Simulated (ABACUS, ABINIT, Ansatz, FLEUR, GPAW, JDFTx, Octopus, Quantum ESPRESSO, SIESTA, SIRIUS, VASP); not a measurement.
BP: programs and potentials compared

```
P B
1.0
     0.00000    2.26900    2.26900
     2.26900    0.00000    2.26900
     2.26900    2.26900    0.00000
P B
1 1
Cartesian
  3.4011 3.3991 3.4266
  0.0149 -0.0276 -0.0015
```

Atoms were shifted at random by some hundredths of an Å from the given cell, which wasn't relaxed again for these runs.

Alike in all runs: task single point; functional PBE; k mesh 10 × 10 × 10; occupations fermi-dirac, width 0.05 eV; no spin polarisation; no spin-orbit coupling. Pressure is positive in compression and, in plane waves, holds the error of the finite cutoff, which Ansatz's Pulay term estimates and takes out.

```csv
program and potentials,plane-wave cutoff (eV),notes,band gap (eV),pressure (GPa),largest force (eV/Å),energy over the undisturbed cell (meV/atom)
"SIESTA, files PseudoDojo sr-pbe-0.4.1-standard, DZP (energy shift 0.002 Ry)",-,atomic basis,0.94,4.54,0.736,7.15
"GPAW, GPAW PAW data sets (gpaw-data 1.2.1)",800,-,0.90,1.50,0.686,6.65
"Ansatz, all-electron LAPW, scalar-relativistic",-,-,0.90,1.21,0.682,-
"Ansatz, Ansatz PAW (earlier soft set)",420,Pulay term of +0.07 GPa included,0.90,1.24,0.682,6.62
"Octopus, pseudodojo_pbe (PseudoDojo 0.5, PBE)",-,-,0.90,-,0.682,6.35
"VASP, PBE PAW files B, P, 520 eV",520,-,0.89,1.02,0.680,-
"JDFTx, PseudoDojo-SR-PBE-0.5-standard",1034,-,0.90,1.10,0.682,6.61
"Quantum ESPRESSO, SSSP 1.3 efficiency PBE",748,-,0.90,1.22,0.683,6.63
"SIRIUS, PseudoDojo 0.4.1 PBE standard (scalar relativistic)",1054,-,0.90,1.11,0.682,6.61
"ABACUS, PseudoDojo NC SR 0.4.1 PBE standard, plane waves",1034,-,0.90,1.11,0.682,6.61
"FLEUR, all-electron, FLAPW",-,-,0.90,-,0.683,6.62
"ABINIT, JTH PAW PBE v2.0",544,-,?,?,?,?
```

Q: Estimate from the other rows what the run with ABINIT, JTH PAW PBE v2.0 gave.

A: Band gap 0.89 eV; pressure 1.13 GPa; largest force 0.685 eV/Å; energy over the undisturbed cell 6.65 meV/atom. The other rows, which needn't bracket it: band gap 0.89 to 0.94; pressure 1.02 to 4.54; largest force 0.680 to 0.736; energy over the undisturbed cell 6.35 to 7.15.
